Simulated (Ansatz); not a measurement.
**TiSi in Ansatz: the effect of functional**

Crystal: TiSi.

```xyz
2
Lattice="1.8401 -2.1455 0.0000 1.8401 2.1455 0.0000 0.0000 0.0000 3.8540" Properties=species:S:1:pos:R:3 pbc="T T T"
Ti    1.8401    0.0000    0.0000
Si    0.0000    0.0000    1.9270
```

The cell comes from a database or a generator and needn't be the stable form of this composition.

The cell isn't the ideal one: volume scaled by 1.04.

Alike in all runs:

```yaml
Program: Ansatz 0.2.0
Task: single point
Potentials_or_basis: Ansatz PAW
k_mesh: 10 × 10 × 7
Occupations: fermi-dirac, width 0.05 eV
Spin: no spin polarisation
```

**Question.** One run gave: pressure -6.8 GPa. Which functional did it use?
A. r2SCAN
B. PBEsol
C. LDA

**Answer.** A.

```csv
functional,cutoff,pressure (GPa)
LDA,420 eV (not typed: the program's choice for these potentials),-12.3
PBEsol,420 eV (not typed: the program's choice for these potentials),-9.0
r2SCAN,500 eV (not typed: the program's choice for these potentials),-6.8
```

Caveats: the PAW data sets come from PBE, with cores solved anew for the run's functional, which leaves a small shift of forces and pressure.

Runs at the PBE level aren't shown here.
